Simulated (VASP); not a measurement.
Runs of VASP 6.6.1 on CaO (Lime). It takes space group Fm-3m (No. 225, cubic). Conventional cell: a = 4.813 Å, b = 4.813 Å, c = 4.813 Å, α = 90.00°, β = 90.00°, γ = 90.00°. Ca (site symmetry m-3m) is surrounded by 6 O at 2.41 Å. O (site symmetry m-3m) has 6 Ca at 2.41 Å as nearest neighbours. 

```csv
level,potentials or basis,gap on the mesh (eV),pressure (GPa),relaxed volume (Å³/atom)
LDA,"VASP PAW LDA potentials, release 64 (Ca_sv, O)",3.43,0.0,(a)
PBEsol,"VASP PAW PBE potentials, release 64 (Ca_sv, O)",3.53,0.0,13.61
r2SCAN,"VASP PAW PBE potentials, release 64 (Ca_sv, O)",4.19,0.0,13.89
PBE,"VASP PAW PBE potentials, release 64 (Ca_sv, O)",3.64,0.0,(c)
PBE+D3(BJ),"VASP PAW PBE potentials, release 64 (Ca_sv, O)",3.63,0.0,(b)
RPBE,"VASP PAW PBE potentials, release 64 (Ca_sv, O)",3.75,0.0,14.67
```

Alike in all rows: task relaxation of cell and atoms; no spin polarisation; cell relaxed; k mesh 10 × 10 × 10; cutoff (eV) 600; smearing gaussian 0.03 eV.

Task: Estimate the missing entries.

Result: (a) 13.12; (b) 13.74; (c) 14.15.

Caveats: the PAW data sets were made with another functional, which shifts forces and pressure a little (some runs).

A k mesh can miss the band edges.

Not every run made on this cell is shown here.
